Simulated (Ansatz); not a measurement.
```yaml
crystal:
  periodic: [false, false, false]
  atoms:
    - {symbol: Cl, position_ang: [1.726215, -0.267745, 1.230159]}
    - {symbol: C, position_ang: [0.613544, -0.235149, -0.072995]}
    - {symbol: C, position_ang: [-0.613541, 0.235160, 0.073003]}
    - {symbol: Cl, position_ang: [-1.726219, 0.267684, -1.230152]}
    - {symbol: H, position_ang: [0.993977, -0.624918, -1.007450]}
    - {symbol: H, position_ang: [-0.993977, 0.624959, 1.007445]}
basis:
  gaussian: {orbitals: def2-mTZVPP, final_grid: {core_spheres: 1, valence_spheres: 1, degree: 3}}
magnetization: {spin_polarized: true, initial_magnetization: 2}
hamiltonian: {xc: {name: PBE}}
accuracy: high
output: {forces: true}
```

```sh
$ ansatz run in.yaml --threads 4 --pin off --events-out ev --progress --plain --max-ram 10444MiB
```

Shortened log:

```
Functional definition: PBE
1989 factors; integrals over basis functions are off by at most 5.8e-9 eV
mean field evaluation 1: about -27120.1277 eV, gradient 5.6e1 eV
mean field evaluation 2: about -27065.0408 eV, gradient 1.1e2 eV
mean field evaluation 4: about -27135.3230 eV, gradient 5.0e0 eV
mean field evaluation 8: about -27164.1228 eV, gradient 3.5e1 eV
mean field evaluation 16: about -27187.4585 eV, gradient 7.1e0 eV
mean field evaluation 32: about -27232.5544 eV, gradient 3.5e0 eV
mean field evaluation 64: about -27230.2788 eV, gradient 1.5e0 eV
mean field evaluation 96: about -27220.5227 eV, gradient 1.8e1 eV
mean field evaluation 128: about -27231.1618 eV, gradient 9.5e0 eV
mean field evaluation 160: about -27235.4815 eV, gradient 2.1e-1 eV
mean field evaluation 192: about -27235.1371 eV, gradient 3.9e0 eV
mean field -27235.55264407 eV, -1000.8880987488 hartree, gradient 1.7e-8 eV, S^2 4.008270; 18 other end points of the search recorded, 0 dependent functions left out
reference -27235.55264765 eV, -1000.8880988806 hartree; 25, 23 occupied and 77, 79 virtual orbitals, 1989 factors
Total energy: -27235.55264765 eV, -1000.8880988806 hartree
Atom 0 at     1.726215    -0.267745     1.230159 Å, force   -28.464856    -3.419806   -44.961980 eV/Å
Atom 1 at     0.613544    -0.235149    -0.072995 Å, force   -55.220081    40.706042    70.740450 eV/Å
Atom 2 at    -0.613541     0.235160     0.073003 Å, force    59.215799   -31.973900   -72.753459 eV/Å
Atom 3 at    -1.726219     0.267684    -1.230152 Å, force    27.999557     0.474584    45.959814 eV/Å
Atom 4 at     0.993977    -0.624918    -1.007450 Å, force    -4.158430     0.702176     6.859317 eV/Å
Atom 5 at    -0.993977     0.624959     1.007445 Å, force     0.628010    -6.489095    -5.844142 eV/Å
Dipole moment:     0.262027     0.925860    -0.165751 e Å
```

In this input the integration grid is far too coarse. The calculation finished and met its thresholds. The result belongs to that input, not to the molecule as meant.
